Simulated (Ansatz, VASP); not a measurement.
## CdSe: VASP and Ansatz over several settings

```xyz
2
Lattice="0.0000 3.1107 3.1107 3.1107 0.0000 3.1107 3.1107 3.1107 0.0000" Properties=species:S:1:pos:R:3 pbc="T T T"
Cd    0.0000    0.0000    0.0000
Se    1.5553    1.5553    1.5553
```

Change from the starting cell: volume scaled by 1.04.

Single points on this cell with VASP 6.6.1 and Ansatz 0.2.0. Each row is one pair of runs. Alike in all rows: spin: off; k mesh: 8 × 8 × 8; smearing: fermi-dirac, width 0.05 eV; VASP's potentials, cutoff: VASP PAW PBE potentials, release 64 (Cd, Se), 520 eV.

| level | Ansatz's potentials, cutoff | gap on the k mesh at the Fermi level (eV), VASP | gap on the k mesh at the Fermi level (eV), Ansatz | least direct gap on the mesh (eV), VASP | least direct gap on the mesh (eV), Ansatz | pressure (GPa), VASP | pressure (GPa), Ansatz |
| --- | --- | --- | --- | --- | --- | --- | --- |
| PBE | PseudoDojo standard (PBE files), 1388 eV | 0.47 | 0.47 | 0.47 | 0.47 | -0.3 | -0.5 |
| PBE | Ansatz PAW, 420 eV | 0.47 | 0.47 | 0.47 | 0.47 | -0.3 | -0.5 |
| PBE | Ansatz PAW polarizable, 420 eV | 0.47 | 0.47 | 0.47 | 0.47 | -0.3 | -0.5 |
| PBE | Ansatz PAW earlier set, 580 eV | 0.47 | 0.47 | 0.47 | 0.47 | -0.3 | -0.5 |
| r2SCAN | Ansatz PAW, 500 eV | 0.93 | 0.94 | 0.93 | 0.94 | -1.8 | -2.0 |

Gap on the k mesh at the fermi level (eV): the two programs differ by at most 0.011; least direct gap on the mesh (eV): the two programs differ by at most 0.011; pressure (GPa): the two programs differ by at most 0.23.

Caveats: the PAW data sets were made with another functional, which shifts forces and pressure a little (VASP); the PAW data sets come from PBE, with cores solved anew for the run's functional, which leaves a small shift of forces and pressure (Ansatz).
